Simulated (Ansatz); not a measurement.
Input of an Ansatz 0.2.0 run:

File input.yaml:

```yaml
crystal:
  lattice:
    - [2.8672622327, 0.0, 0.0]
    - [-1.4336311163, 2.4831219328, 0.0]
    - [0.0, 0.0, 4.678083]
  atoms:
    - { symbol: Ti, position: [0.0, 0.0, 0.0] }
    - { symbol: Al, position: [0.3333333333, 0.6666666667, 0.5] }
kpoints:
  mp_grid: { grid: [11, 11, 6] }
  band_path:
    path:
      - [0.0, 0.0, 0.0]
      - [0.5, 0.0, 0.0]
      - [0.3333333333, 0.3333333333, 0.0]
      - [0.0, 0.0, 0.0]
      - [0.0, 0.0, 0.5]
      - [0.5, 0.0, 0.5]
      - [0.3333333333, 0.3333333333, 0.5]
      - [0.0, 0.0, 0.5]
    npoints: 12
scf:
  occupations: { method: fermi_dirac, width: 0.05 }
hamiltonian:
  xc: pbesol
  pseudopotentials: { kind: all_electron, lapw: { basis_error: 0.001 } }
output:
  forces: true
  stress: true
  eigenvalues: true
```

Potentials or basis: all-electron LAPW, scalar-relativistic.

Run with:

```sh
$ ansatz run input.yaml --threads 1 --pin off --max-ram 3072MiB --backend cpu --events-out ev --progress --plain --runs-dir out
```

Task: Predict the band gap along the path.

Result: None (metal or under the smearing width).

Task: Estimate the pressure.

Result: -2.9 GPa.

Levels at the corners of the path, in eV from the Fermi level:
```csv
point,band 7,band 8,band 9,band 10,band 11,band 12,band 13,band 14,band 15,band 16
Γ,-32.25,-32.25,-8.89,-2.28,-1.80,1.30,1.30,2.79,2.79,3.93
M,-32.58,-32.39,-3.66,-2.78,-1.51,-0.97,2.12,3.99,4.09,4.17
K,-32.66,-32.57,-1.95,-1.70,-1.62,-0.51,0.02,1.95,2.78,4.14
Γ,-32.25,-32.25,-8.89,-2.28,-1.80,1.30,1.30,2.79,2.79,3.93
A,-32.25,-32.25,-7.99,-5.25,-0.41,1.31,1.31,2.71,2.71,6.80
L,-32.58,-32.39,-3.62,-2.36,-1.81,0.55,0.98,1.92,2.96,3.99
H,-32.66,-32.57,-1.96,-1.92,-0.64,-0.60,0.02,1.27,3.30,4.46
A,-32.25,-32.25,-7.99,-5.25,-0.41,1.31,1.31,2.71,2.71,6.80
```
